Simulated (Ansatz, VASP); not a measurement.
**TiC in VASP and in Ansatz**

```
CELL_PARAMETERS angstrom
0.00000 2.16400 1.94760
2.16400 0.00000 1.94760
2.16400 2.16400 0.00000
ATOMIC_POSITIONS crystal
Ti 0.00000 0.00000 0.00000
C 0.50000 0.50000 0.50000
```

Change from the starting cell: strain -0.1000 x Voigt [0, 0, 1, 0, 0, 0], atoms carried along.

Alike in both runs: task single point; functional PBEsol; k mesh 18 × 18 × 18; occupations gaussian, width 0.15 eV; no spin polarisation.

```csv
,VASP,Ansatz
version,VASP 6.6.1,Ansatz 0.2.0
potentials or method,"VASP PAW PBE potentials, release 64 (Ti_sv, C)","scalar-relativistic, plane waves, PAW"
plane-wave cutoff (eV),520,420
valence electrons in the cell,16,16
```

Ansatz gave:

- gap on the k mesh at the Fermi level (eV): none
- pressure (GPa): 32.1
- largest component of the traceless stress (GPa): 49.65

Estimate VASP's values.

gap on the k mesh at the Fermi level (eV): none; pressure (GPa): 32.2; largest component of the traceless stress (GPa): 49.61.

A gap of «none» marks a metal or a gap that the smearing closes. With one functional, cell and mesh, what is left measures potentials, basis and numerics.

Caveats: so large a pressure means that the cell lies far from this level's equilibrium, or that cutoff or potentials fall short (VASP); the potentials were made for another functional, which shifts forces and pressure (VASP).
